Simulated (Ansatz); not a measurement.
# AlN: an axial (c/a) deformation path

The task here is to estimate one member of a computed series from the others.

Method: DFT PBEsol, scalar-relativistic, plane waves, PAW, in Ansatz 0.2.0.

## Starting point

It takes space group P6_3mc (No. 186, hexagonal). Conventional cell: a = 3.111 Å, b = 3.111 Å, c = 4.978 Å, α = 90.00°, β = 90.00°, γ = 120.00°. Around Al (site symmetry 3m) lie 4 N at 1.89 to 1.92 Å. N (site symmetry 3m) has 4 Al at 1.89 to 1.92 Å as nearest neighbours.

As a file:

```
CELL_PARAMETERS angstrom
3.11100 0.00000 0.00000
-1.55550 2.69421 0.00000
0.00000 0.00000 4.97800
ATOMIC_POSITIONS crystal
Al 0.33333 0.66667 0.00000
Al 0.66667 0.33333 0.50000
N 0.33333 0.66667 0.38500
N 0.66667 0.33333 0.88500
```

The cell is taken as given, not relaxed at this level.

## The reference cell

The reference gives a free energy of -1811.9138 eV, pressure 0.56 GPa, largest force 0.177 eV/Å and gap on the mesh 4.07 eV. It was computed beforehand with the settings of the runs below.

The first run:

At fixed volume and fractional coordinates, lengths along (0.000, 0.000, 1.000) are scaled against those across it; ρ is that ratio over its starting value.

Contents of input.yaml:

```yaml
crystal:
  lattice:
    - [3.2841829056, 0.0, 0.0]
    - [-1.6420914528, 2.8441858269, 0.0]
    - [0.0, 0.0, 4.4668445894]
  atoms:
    - { symbol: Al, position: [0.3333333333, 0.6666666667, 0.0] }
    - { symbol: Al, position: [0.6666666667, 0.3333333333, 0.5] }
    - { symbol: "N", position: [0.3333333333, 0.6666666667, 0.385] }
    - { symbol: "N", position: [0.6666666667, 0.3333333333, 0.885] }
basis:
  ecutwfc: 420
kpoints:
  mp_grid: { grid: [12, 12, 6] }
hamiltonian:
  xc: pbesol
scf:
  occupations: { method: gaussian, width: 0.05 }
output:
  forces: true
  stress: true
  eigenvalues: true
```

Started as:

```console
ansatz run input.yaml --threads 1 --pin off --max-ram 2560MiB --backend cpu --events-out ev --progress --plain --runs-dir out
```

Among the steps run: Point ρ = 0.850; ρ = 1.200; At ρ = 0.920; At ρ = 1.100; At ρ = 0.960; Point ρ = 1.050; Point ρ = 0.800; At ρ = 1.300.

One of the session's tables, all rows but one given; the rest of the session is left out.

| ρ | ΔE (meV/atom) | pressure (GPa) | gap on the mesh (eV) |
| --- | --- | --- | --- |
| 0.800 | 428.6 | 11.1 | 3.64 |
| 0.850 | 218.2 | 5.2 | 3.69 |
| 0.920 | 52.3 | 1.1 | 3.84 |
| 0.960 | 10.5 | 0.3 | 3.96 |
| 1.000 | 0.0 | 0.6 | 4.07 |
| 1.050 | 23.7 | 1.9 | 4.16 |
| 1.100 | ? | ? | ? |
| 1.200 | 276.7 | 11.1 | 3.01 |
| 1.300 | 549.8 | 20.0 | 1.79 |

**Question.** Estimate the row for ρ = 1.100.

Worked estimate for «ΔE (meV/atom)». A straight line through the neighbours (1.050, 23.7) and (1.200, 276.7) gives 23.7 + (276.7 − 23.7) × (1.100 − 1.050) / (1.200 − 1.050) = 108.0; a parabola fitted to 4 rows on both sides gives 87.6.

**Answer.** ΔE (meV/atom): 81.4; pressure (GPa): 4.3; gap on the mesh (eV): 3.94. In «ΔE (meV/atom)» the line misses by +26.6 and the parabola by +6.2.
